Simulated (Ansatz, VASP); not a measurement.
## SnSe2 in VASP and in Ansatz

The input INCAR:

```
SYSTEM = SnSe2
PREC = Accurate ; ENCUT = 520
EDIFF = 1E-6 ; ISMEAR = 0
SIGMA = 0.05 ; LREAL = .FALSE.
LASPH = .TRUE. ; NELM = 80
ALGO = Normal ; ISIF = 2
LWAVE = .FALSE. ; LCHARG = .TRUE.
GGA = PS ; IVDW = 12
LELF = .TRUE. ; LVHAR = .TRUE.
NBANDS = 20
```

The input KPOINTS:

```
regular mesh
0
G
  12 12 6
  0 0 0
```

The input POSCAR:

```
SnSe2
1.0
    3.6585588303      0.0000000000      0.0000000000
   -1.8292794152      3.1684048883      0.0000000000
    0.0000000000      0.0000000000      6.3824800000
Sn Se
1 2
Direct
    0.0000000000      0.0000000000      0.0000000000
    0.3333333333      0.6666666667      0.2500000000
    0.6666666667      0.3333333333      0.7500000000
```

Input for Ansatz:

```yaml
crystal:
  lattice:
    - [3.6585588303, 0.0, 0.0]
    - [-1.8292794152, 3.1684048883, 0.0]
    - [0.0, 0.0, 6.38248]
  atoms:
    - { symbol: Sn, position: [0.0, 0.0, 0.0] }
    - { symbol: Se, position: [0.3333333333, 0.6666666667, 0.25] }
    - { symbol: Se, position: [0.6666666667, 0.3333333333, 0.75] }
basis:
  ecutwfc: 420
kpoints:
  mp_grid: { grid: [12, 12, 6] }
hamiltonian:
  xc: pbesol
  dispersion: d3bj
scf:
  occupations: { method: gaussian, width: 0.05 }
output:
  forces: true
  stress: true
  eigenvalues: true
```

Change from the starting cell: strain -0.040 along x and y, +0.040 along z, atoms carried along.

Alike in both runs: task single point; functional PBEsol; dispersion D3(BJ); k mesh 12 × 12 × 6; occupations gaussian, width 0.05 eV; no spin polarisation.

```csv
,VASP,Ansatz
version,VASP 6.6.1,Ansatz 0.2.0
potentials or method,"VASP PAW PBE potentials, release 64 (Sn_d, Se)","scalar-relativistic, plane waves, PAW"
plane-wave cutoff (eV),520,420
valence electrons in the cell,26,46
```

|  | VASP | Ansatz | Ansatz less VASP |
| --- | --- | --- | --- |
| gap on the k mesh at the Fermi level (eV) | 0.45 | 0.46 | +0.003 |
| least direct gap on the mesh (eV) | 1.12 | 1.12 | +0.004 |
| pressure (GPa) | 3.8 | 3.7 | -0.15 |
| largest component of the traceless stress (GPa) | 2.61 | 2.64 | +0.022 |
| rms of the force components (eV/Å) | 0.246 | 0.234 | -0.0128 |

Atom by atom the forces differ by 0.013 eV/Å (rms over components). The two sets of potentials don't hold the same shells in valence.

Caveats: the PAW data sets were made with another functional, which shifts forces and pressure a little (VASP); spin-orbit coupling is left out, which moves the levels of the heavy elements; the cell's inner coordinates are idealised or old, which leaves forces on the atoms.
